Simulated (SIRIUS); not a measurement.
**WSi2 and the effect of the choice of potentials or basis**

```cif
data_structure
_symmetry_space_group_name_H-M 'I4/mmm'
_symmetry_Int_Tables_number 139
_cell_length_a 3.2138
_cell_length_b 3.2138
_cell_length_c 7.8299
_cell_angle_alpha 90.000
_cell_angle_beta 90.000
_cell_angle_gamma 90.000
_cell_volume 80.87
loop_
_atom_site_label
_atom_site_type_symbol
_atom_site_symmetry_multiplicity
_atom_site_Wyckoff_symbol
_atom_site_fract_x
_atom_site_fract_y
_atom_site_fract_z
_atom_site_occupancy
W1 W 2 a 0.00000 0.00000 0.00000 1
Si1 Si 4 e 0.50000 0.50000 0.16530 1
```

Kept alike: task single point; functional PBE; k mesh 8 × 8 × 8; occupations fermi-dirac, width 0.05 eV; no spin polarisation. Program: SIRIUS. Cutoffs run from 557 to 1030 eV. The mesh is that of the run's cell of 3 atoms. No spin-orbit coupling.

```csv
choice of potentials or basis,pressure (GPa)
GBRV 1.5 PBE (ultrasoft),1.96
JTH 2.0 PBE (PAW),3.09
PseudoDojo 0.4.1 PBE standard (scalar relativistic),3.33
PseudoDojo 0.5 PBE standard (scalar relativistic),3.33
PseudoDojo 0.5 PBE stringent (scalar relativistic),3.33
SPMS 1.0 PBE (norm-conserving),3.25
SSSP 1.3.0 PBE efficiency,3.43
```

Pressure is positive in compression; the values hold the error of the finite cutoff, so their zero can differ a little from the energy's minimum. For a metal such a mesh leaves the last digits unconverged.

Task: What does the choice of potentials or basis change here?

Result: The pressure runs from 1.96 (GBRV 1.5 PBE (ultrasoft)) to 3.43 GPa (SSSP 1.3.0 PBE efficiency).
